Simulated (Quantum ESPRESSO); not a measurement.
CuO:

```
Cu O
1.0
     0.00000    2.32725    2.32725
     2.32725    0.00000    2.32725
     2.32725    2.32725    0.00000
Cu O
1 1
Direct
  0.00000 0.00000 0.00000
  0.25000 0.25000 0.25000
```

Measurements of this composition are mostly on another form, of space group No. 15.

Base run:

* Program: Quantum ESPRESSO 7.5
* Functional: PBE
* Potentials or basis: SSSP 1.3 efficiency PBE
* Cutoff: 748 eV
* Density cutoff: 5987 eV
* k mesh: 10 × 10 × 10
* Occupations: fermi-dirac, width 0.05 eV
* Spin: no spin polarisation
* Hubbard terms: Cu d U = 1 eV

Its results: band gap on the k mesh none (metal or under the smearing width); pressure -9.6 GPa.

Task: The run is repeated on the same cell with these changes: hubbard terms from Cu d U = 1 eV to Cu d U = 8 eV. What comes out?

Result: Band gap on the k mesh none (metal or under the smearing width); pressure -6.3 GPa.

Caveats: an odd number of electrons without spin polarisation forces a metal; a magnetic or distorted state may lie lower; the run has no spin polarisation, though such a crystal can be magnetic; U without spin polarisation on a metal has little footing.
